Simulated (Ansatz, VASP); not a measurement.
## B2Ru in two plane-wave programs

One calculation is typed for both programs; each brings its own data sets and cutoff. How far apart do they land?

Main program and level: Ansatz 0.2.0; plane waves, with VASP 6.6.1 beside it; relaxation of cell and atoms at PBEsol.

## (1) Starting point

The structure is orthorhombic, space group Pmmn (No. 59). Conventional cell: a = 2.865 Å, b = 4.645 Å, c = 4.045 Å, α = 90.00°, β = 90.00°, γ = 90.00°. Nearest to B lie 3 B at 1.77 to 1.90 Å and 4 Ru at 2.16 to 2.25 Å. Ru has 8 B at 2.16 to 2.25 Å nearest. Farther neighbours are not listed.

## (2) Ansatz: relaxation of cell and atoms, PBEsol

Ansatz runs on its default PAW (the set named soft_2) files.

The relaxed volume is the usual yardstick between codes: its relative difference is about their pressure difference at one cell divided by the bulk modulus.

The input, input.yaml:

```yaml
crystal:
  lattice:
    - [2.865, 0.0, 0.0]
    - [0.0, 4.645, 0.0]
    - [0.0, 0.0, 4.045]
  atoms:
    - { symbol: B, position: [0.0, 0.809, 0.361] }
    - { symbol: B, position: [0.0, 0.191, 0.361] }
    - { symbol: B, position: [0.5, 0.309, 0.639] }
    - { symbol: B, position: [0.5, 0.691, 0.639] }
    - { symbol: Ru, position: [0.0, 0.0, 0.8492] }
    - { symbol: Ru, position: [0.5, 0.5, 0.1508] }
hamiltonian:
  xc: pbesol
  pseudopotentials: { kind: paw }
kpoints:
  mp_grid: { grid: [7, 4, 5] }
scf:
  occupations: { method: fermi_dirac, width: 0.05 }
relax:
  f_tol: 0.01
  max_steps: 60
  cell: { stress_tol: 0.05 }
output:
  forces: true
  stress: true
```

Started as:

```sh
$ ansatz run input.yaml --threads 4 --pin off --max-ram 9216MiB --backend cpu --events-out ev --progress --plain --runs-dir out
```

Numbers of over 12 decimals in the logs are rounded to 6 here.

Log:

```text
Engine: ansatz 0.2.0, aarch64-unknown-linux-gnu
Pseudopotentials: kind: paw
Pseudopotential: B, paw, valence charge 3, recommended cutoff 420 eV (normal), B.paw.azcp
Pseudopotential: Ru, paw, valence charge 16, recommended cutoff 420 eV (normal), Ru.paw.azcp
Functional definition: PBEsol
  exchange = pbesol_x
  correlation = pbesol_c
Crystal: 6 atoms, lattice volume = 53.831 Å³
Basis set: ecut = 420 eV, 1051 PW (Γ), exchange–correlation on 40×64×60 points (8 copies of the dense FFT grid, shifted against one another)
Bands: 28, of which v1, the nominal top of the filled ones, is band 22 counted from 1 (21 counted from 0)
Symmetry: 8 space group operations
Space group: Pmmn (ITA 59), of the structure as read, at distance tolerance 3.8e-5 Å
k-points: 36 of 140
Non-local potential: B, projectors of the file, l = 0: 2, l = 1: 2, l = 2: 1
Non-local potential: Ru, projectors of the file, l = 0: 3, l = 1: 2, l = 2: 2, l = 3: 1
PAW form: soft (Blöchl's): semilocal exchange-correlation on the pseudo side does not see the compensation charge
PAW frozen core: B, regenerated for the run's functional, and the local potential with it (the file was generated under x = pbe(κ = 0.804, μ = 0.219515), c = pbe(β = 0.066725))
PAW frozen core: Ru, regenerated for the run's functional, and the local potential with it (the file was generated under x = pbe(κ = 0.804, μ = 0.219515), c = pbe(β = 0.066725))
PAW one-centre angular grid: B, 110 points (default); XC on 64 Gauss nodes
PAW one-centre angular grid: Ru, 590 points (default); XC on 64 Gauss nodes
Initial density: superposition of atomic densities (neutral atoms: chi_scale 0, normalization atom), corrected by the library's trained network
Initial wavefunctions: pseudopotential atomic-orbital guess
Functional: x = pbesol(κ = 0.804, μ = 0.123457), c = pbesol(β = 0.046)
SCF iter   1: F=—  HF=-12245.566221 eV  |F-HF|=—  |Δ(HF+E_count)|=         —  Δρ=7.32e-3  dr2=1.80e-2  ethr=1.77e-3  ⟨swp⟩=6.2  Hψ=4251  notcnv=0  defer=1
preconditioner: auto → Kerker (q_TF=auto, 2.638 Å⁻¹)  [metal: Δε(μ)=0.042 eV  Ē_g=8.333 eV  σ=0.050 eV  W_gap=0.20  n_scr=14 (ndim 8)  ℏωp=26.8 eV  f_vac=0.000  D(μ)=1.05/eV (n_scr^D=4)]
SCF iter   2: F=—  HF=-12245.563318 eV  |F-HF|=—  |Δ(HF+E_count)|=   2.90e-3  Δρ=4.00e-3  dr2=6.76e-3  ethr=4.10e-5  ⟨swp⟩=1.7  Hψ=1450  notcnv=0  defer=1
SCF iter   3: F=—  HF=-12245.561517 eV  |F-HF|=—  |Δ(HF+E_count)|=   1.80e-3  Δρ=5.13e-4  dr2=1.87e-4  ethr=1.54e-5  ⟨swp⟩=2.3  Hψ=1529  notcnv=0  defer=1
SCF iter   4: F=—  HF=-12245.561472 eV  |F-HF|=—  |Δ(HF+E_count)|=   4.46e-5  Δρ=1.20e-4  dr2=4.81e-6  ethr=4.24e-7  ⟨swp⟩=2.1  Hψ=1608  notcnv=0  defer=1
SCF iter   5: F=—  HF=-12245.561547 eV  |F-HF|=—  |Δ(HF+E_count)|=   7.53e-5  Δρ=3.50e-5  dr2=6.55e-7  ethr=1.09e-8  ⟨swp⟩=2.1  Hψ=1551  notcnv=0  defer=1
SCF iter   6: F=-12245.561547 eV  HF=-12245.561547 eV  |F-HF|=2.28e-8  |Δ(HF+E_count)|=   7.78e-8  Δρ=1.08e-5  dr2=6.64e-8  ethr=2.27e-10  ⟨swp⟩=4.2  Hψ=3546  notcnv=0
SCF 1 converged in 6 iterations: F = -12245.561547 eV  dr2 = 6.64e-8
  greatest PAW one-centre occupation: 0.998 electrons in one spin orbital (limit 2), on the Ru atom at site 5 (counted from 0), in its partial waves of l = 0
relax step   1: F+E_penalty+E_count = -12245.56154706 eV  Δ(F+E_penalty+E_count) = +0.000e0 eV  max|allowed force component| = 4.632e-1 eV/Å  Δτ_max = 0.0000 Å  P = -4.700 GPa  Ω = 53.831 Å³  (6 SCF iters, dr2 threshold 1.00e-7 eV, accepted)
[...]
relax step   2: F+E_penalty+E_count = -12245.58897626 eV  Δ(F+E_penalty+E_count) = -2.743e-2 eV  max|allowed force component| = 2.718e-1 eV/Å  Δτ_max = 0.0055 Å  P = -0.192 GPa  Ω = 53.019 Å³  energy of the carried Pulay correction = +9.254e-4 eV  (6 SCF iters, dr2 threshold 6.00e-7 eV, accepted)
[...]
relax step   3: F+E_penalty+E_count = -12245.59666640 eV  Δ(F+E_penalty+E_count) = -7.690e-3 eV  max|allowed force component| = 1.175e-1 eV/Å  Δτ_max = 0.0092 Å  P = +0.508 GPa  Ω = 52.935 Å³  energy of the carried Pulay correction = +1.022e-3 eV  (6 SCF iters, dr2 threshold 6.00e-7 eV, accepted)
[...]
relax step   4: F+E_penalty+E_count = -12245.59867283 eV  Δ(F+E_penalty+E_count) = -2.006e-3 eV  max|allowed force component| = 7.629e-2 eV/Å  Δτ_max = 0.0104 Å  P = -0.129 GPa  Ω = 53.036 Å³  energy of the carried Pulay correction = +9.054e-4 eV  (6 SCF iters, dr2 threshold 6.00e-7 eV, accepted)
[...]
relax step   5: F+E_penalty+E_count = -12245.59911351 eV  Δ(F+E_penalty+E_count) = -4.407e-4 eV  max|allowed force component| = 5.397e-3 eV/Å  Δτ_max = 0.0029 Å  P = +0.056 GPa  Ω = 53.028 Å³  energy of the carried Pulay correction = +9.150e-4 eV  (6 SCF iters, dr2 threshold 6.00e-7 eV, accepted)
[...]
relax step   6: F+E_penalty+E_count = -12245.59913460 eV  Δ(F+E_penalty+E_count) = -2.108e-5 eV  max|allowed force component| = 1.531e-3 eV/Å  Δτ_max = 0.0004 Å  P = -0.014 GPa  Ω = 53.035 Å³  energy of the carried Pulay correction = +9.070e-4 eV  (6 SCF iters, dr2 threshold 1.27e-7 eV, accepted)
[...]
relax step   7: F+E_penalty+E_count = -12245.59827104 eV  Δ(F+E_penalty+E_count) = +8.636e-4 eV  max|allowed force component| = 1.325e-3 eV/Å  Δτ_max = 0.0000 Å  P = -0.024 GPa  Ω = 53.035 Å³  stress off target by 4.41e-2 GPa  SCF on the basis re-selected at this cell (its energy is not comparable with the rows above)  (6 SCF iters)
basis re-selected at this cell: Δ(F+E_penalty+E_count) = +8.636e-4 eV, ΔP = -0.010 GPa vs the last step (what re-selecting the basis moved, of the pressure what is left beyond the Pulay correction that the steps carried, after the strain that the cell walked since its last selection, with what the two solves' SCF thresholds leave and, on support functions, any second-order correction that the steps lacked; it is no measure of the basis error at this ecutwfc). The dense FFT grid was sized anew with the basis: this SCF ran on 20×32×27 points, the steps before it on 20×32×30, so part of this shift can come from that change (see relax.cell in the input reference). [rest of the remark cut]
SCF converged after 6 iterations
Free energy (F): -12245.598271 eV
Harris-Foulkes:  -12245.598271 eV  (|F-HF|=3.64e-12)
Internal energy: -12245.591477 eV  (E = F + TS)
E sigma→0 (E₀):  -12245.594874 eV
Entropy (-TS):   -0.006794 eV (-1.132 meV/atom)
Fermi energy:    17.865302 eV
--- Per-component energies (eV) ---
  E_band       = -182.527280
  E_kinetic    = 1226.396769
  E_local      = -3378.581532  (includes V_loc(G=0)·N_el)
  E_nonlocal   = 734.352779
  E_hartree    = 1161.952022
  E_xc         = -509.836118
  E_vxc        = -633.731240  (∫ρ·V_xc dr)
  E_paw        = -7100.428351  (= ΣΔE_a)
  E_vpaw       = -454.867652  (= ΣTr[D̂ρ^β])
  E_aug_tail   = -0.000439  (compensation charges beyond the density's cutoff)
  E_ewald      = -4380.012043
  E_core_change = 0.565436  (= ΣΔE_core)
  E_smearing   = -0.006794  (= −TS)
  E_closure    = -0.000000  (closes the sum)
  Σ components = -12245.598271   (vs F -12245.598271, Δ=0.00e0)
--- Forces (eV/Å), atoms counted from 1 ---
  atom   1  B      0.00000000     0.00116442     0.00104983
  atom   2  B      0.00000000    -0.00116442     0.00104983
  atom   3  B     -0.00000000     0.00116442    -0.00104983
  atom   4  B     -0.00000000    -0.00116442    -0.00104983
  atom   5  Ru     0.00000000     0.00000000    -0.00132463
  atom   6  Ru    -0.00000000     0.00000000     0.00132463
  max |Σ_I F_I| component: 2.17e-19 eV/Å
--- Stress (GPa, compression-positive) ---
       -0.019622       0.000000       0.000000
        0.000000      -0.007918      -0.000000
        0.000000      -0.000000      -0.044124
  P = ⅓ Tr σ = -0.0239 GPa (-0.239 kbar)
--- Relaxed structure (6 steps of the walk, 6 accepted, 1 SCFs on fresh bases) ---
  F+E_penalty+E_count = -12245.59827104 eV   max|allowed force component| = 1.325e-3 eV/Å   (the final SCF, on the basis selected at the relaxed cell)
  cell:  # Å, volume = 53.0347 Å³
    - [2.844661, 0.0, 0.0]
    - [0.0, 4.630954, 0.0]
    - [0.0, 0.0, 4.025862]
  atoms:
    - { symbol: B, position: [0.0, 0.804190, 0.362403] }
    - { symbol: B, position: [0, 0.195810, 0.362403] }
    - { symbol: B, position: [0.5, 0.304190, 0.637597] }
    - { symbol: B, position: [0.5, 0.695810, 0.637597] }
    - { symbol: Ru, position: [0, 0, 0.848383] }
    - { symbol: Ru, position: [0.5, 0.5, 0.151617] }
```

The job ended after 5 s (4 threads of Arm Neoverse V2, shared host; peak memory 0.37 GiB; 16 s of CPU time).

## (3) VASP: relaxation of cell and atoms, PBEsol

The same cell, functional, mesh and smearing now go to VASP, with its own data sets and cutoff.

Lines of VASP's logs that name or quote its potential files are left out, and so is its time.

The input, INCAR:

```
SYSTEM = B2Ru
PREC = Accurate
ENCUT = 520
EDIFF = 1E-06
NELM = 100
ISMEAR = -1
SIGMA = 0.05
LREAL = .FALSE.
ALGO = Normal
GGA = PS
NBANDS = 26
LASPH = .TRUE.
LORBIT = 11
LWAVE = .FALSE.
LCHARG = .FALSE.
KPAR = 4
IBRION = 2
NSW = 60
ISIF = 3
EDIFFG = -0.01
```

The input, POSCAR:

```
B2Ru
1.0
    2.8650000000      0.0000000000      0.0000000000
    0.0000000000      4.6450000000      0.0000000000
    0.0000000000      0.0000000000      4.0450000000
B Ru
4 2
Direct
    0.0000000000      0.8090000000      0.3610000000
    0.0000000000      0.1910000000      0.3610000000
    0.5000000000      0.3090000000      0.6390000000
    0.5000000000      0.6910000000      0.6390000000
    0.0000000000      0.0000000000      0.8492000000
    0.5000000000      0.5000000000      0.1508000000
```

The input, KPOINTS:

```
Automatic mesh
0
Gamma
7 4 5
0 0 0
```

PAW data sets: B and Ru_pv (PBE family, release 64).

Started as:

```sh
$ mpirun -np 4 vasp_std
```

Log:

```text
[banner, memory and clock lines left out]
running    4 mpi-ranks, on    1 nodes
 distrk:  each k-point on    1 cores,    4 groups
 distr:  one band on    1 cores,    1 groups

 POSCAR found type information on POSCAR B Ru
 POSCAR found :  2 types and       6 ions
|                                                                             |
|               ----> ADVICE to this user running VASP <----                  |
|                                                                             |
|     You enforced a specific xc type in the INCAR file but a different       |
|     [... a line on the potential file left out ...]
|     I HOPE YOU KNOW WHAT YOU ARE DOING!                                     |
|                                                                             |

 LDA part: xc-table for (Slater+PW92), standard interpolation
 POSCAR, INCAR and KPOINTS ok, starting setup
 FFT: planning ... GRIDC
 FFT: planning ... GRID_SOFT
 FFT: planning ... GRID
 WAVECAR not read
 entering main loop
       N       E                     dE             d eps       ncg     rms          rms(c)
DAV:   1     0.340479493370E+03    0.34048E+03   -0.22339E+04  1872   0.158E+03
DAV:   2    -0.406963125305E+02   -0.38118E+03   -0.37306E+03  1938   0.445E+02
DAV:   3    -0.565039426498E+02   -0.15808E+02   -0.15570E+02  2266   0.833E+01
DAV:   4    -0.567392395507E+02   -0.23530E+00   -0.23466E+00  2248   0.954E+00
DAV:   5    -0.567424819710E+02   -0.32424E-02   -0.32411E-02  2316   0.113E+00    0.372E+01
DAV:   6    -0.521764647049E+02    0.45660E+01   -0.50982E+01  2058   0.539E+01    0.934E+00
DAV:   7    -0.504926745960E+02    0.16838E+01   -0.14108E+01  2014   0.288E+01    0.695E+00
DAV:   8    -0.503863584640E+02    0.10632E+00   -0.47575E-01  2106   0.514E+00    0.186E+00
DAV:   9    -0.503807383826E+02    0.56201E-02   -0.32060E-02  2160   0.112E+00    0.246E-01
DAV:  10    -0.503800034836E+02    0.73490E-03   -0.43574E-03  2172   0.505E-01    0.810E-02
DAV:  11    -0.503799885312E+02    0.14952E-04   -0.29467E-04  2080   0.131E-01    0.195E-02
DAV:  12    -0.503799896441E+02   -0.11130E-05   -0.15186E-05  2360   0.292E-02    0.110E-02
DAV:  13    -0.503799879590E+02    0.16851E-05   -0.57384E-06  1924   0.179E-02    0.136E-03
DAV:  14    -0.503799879531E+02    0.58844E-08   -0.29448E-07  1018   0.415E-03
   1 F= -.50379988E+02 E0= -.50375478E+02  d E =-.503800E+02
[... from here on, the cycles between the ionic steps are left out ...]
   2 F= -.50376160E+02 E0= -.50373105E+02  d E =0.382790E-02
   3 F= -.50410197E+02 E0= -.50406381E+02  d E =-.302093E-01
   4 F= -.50412939E+02 E0= -.50409788E+02  d E =-.274151E-02
   5 F= -.50414419E+02 E0= -.50411045E+02  d E =-.422135E-02
   6 F= -.50415240E+02 E0= -.50411871E+02  d E =-.821828E-03
   7 F= -.50415445E+02 E0= -.50412025E+02  d E =-.102587E-02
   8 F= -.50415470E+02 E0= -.50412066E+02  d E =-.105168E-02
 curvature:  -0.89 expect dE=-0.197E-03 dE for cont linesearch -0.716E-06
 trial: gam= 0.19949 g(F)=  0.246E-04 g(S)=  0.196E-03 ort =-0.347E-04 (trialstep = 0.986E+00)
 search vector abs. value=  0.266E-03
 bond charge predicted
       N       E                     dE             d eps       ncg     rms          rms(c)
DAV:   1    -0.504160729044E+02   -0.60261E-03   -0.23797E-02  1890   0.116E+00    0.179E-01
DAV:   2    -0.504156870325E+02    0.38587E-03   -0.17382E-03  1964   0.348E-01    0.822E-02
DAV:   3    -0.504155811571E+02    0.10588E-03   -0.31897E-04  2156   0.138E-01    0.392E-02
DAV:   4    -0.504155513929E+02    0.29764E-04   -0.12235E-04  2270   0.704E-02    0.127E-02
DAV:   5    -0.504155515758E+02   -0.18284E-06   -0.40871E-06  1748   0.153E-02
   9 F= -.50415552E+02 E0= -.50412144E+02  d E =-.812553E-04
 trial-energy change:   -0.000081  1 .order   -0.000084   -0.000211    0.000043
 step:   0.8186(harm=  0.8186)  dis= 0.00050  next Energy=   -50.415558 (dE=-0.875E-04)
 reached required accuracy - stopping structural energy minimisation
```

(Part 1 of 2 ends here.)

[Lines on the potential files, build, host, timing and source positions are cut from VASP's logs without a mark.]

[Logs are printed without paths, hosts, clocks, repeated set-up lines and the standing remarks that a program may print on its own settings, such as how far it seeks lower states.]

[Hosts, paths, dates, database ids (printed as entryN), source tags and the programs' standing remarks are cut or masked in the printed files.]
